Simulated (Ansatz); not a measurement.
# SrCl₂: stiffness from a series of strains

```
CELL_PARAMETERS angstrom
0.00000 3.48550 3.48550
3.48550 0.00000 3.48550
3.48550 3.48550 0.00000
ATOMIC_POSITIONS crystal
Sr 0.00000 0.00000 0.00000
Cl 0.25000 0.25000 0.25000
Cl 0.75000 0.75000 0.75000
```

Atoms are numbered in the order listed.

The conventional cell has a = 6.971 Å, b = 6.971 Å, c = 6.971 Å, α = 90.00°, β = 90.00°, γ = 90.00°. Sr (atom 1) is surrounded by 8 Cl at 3.02 Å. Cl (atom 2) is surrounded by 4 Sr at 3.02 Å.

The cell comes from COD entry 1541509, which wasn't checked; take it as a given geometry.

Method: Ansatz 0.2.0, DFT, LDA, all-electron LAPW, scalar-relativistic.

The runs use a Γ-centred 8×8×8 k mesh, Fermi–Dirac smearing of 0.01 eV, basis error target 1 meV/atom, no spin polarisation.

The strain is applied along the Cartesian axes of the cell as listed (γ is the engineering shear, twice εxy = εyz = εzx). Fractional coordinates are held (clamped ions).

σ is the change of stress from the unstrained cell, which is at -2.77 GPa; tension is positive, so slopes are stress–strain coefficients at that pressure.

Only quantities that a quadratic follows smoothly over the whole series are listed; rougher ones are left out.

| γ | σxy (GPa) |
| --- | --- |
| -0.0200 | -0.30 |
| 0.0000 | 0.00 |
| 0.0100 | 0.12 |
| 0.0200 | 0.22 |

(1) Fit the series and read off the stiffness at zero strain.

(2) One run, at γ = -0.0100, is withheld. Predict its row.

Results:

(1) Least-squares fits y = p0 + p1 x + p2 x² to the rows give σxy (GPa): p1 = 13, p2 = -100. So C44 (clamped ions) = 13 GPa.

(2) The fits give -0.14; the run gave -0.14.
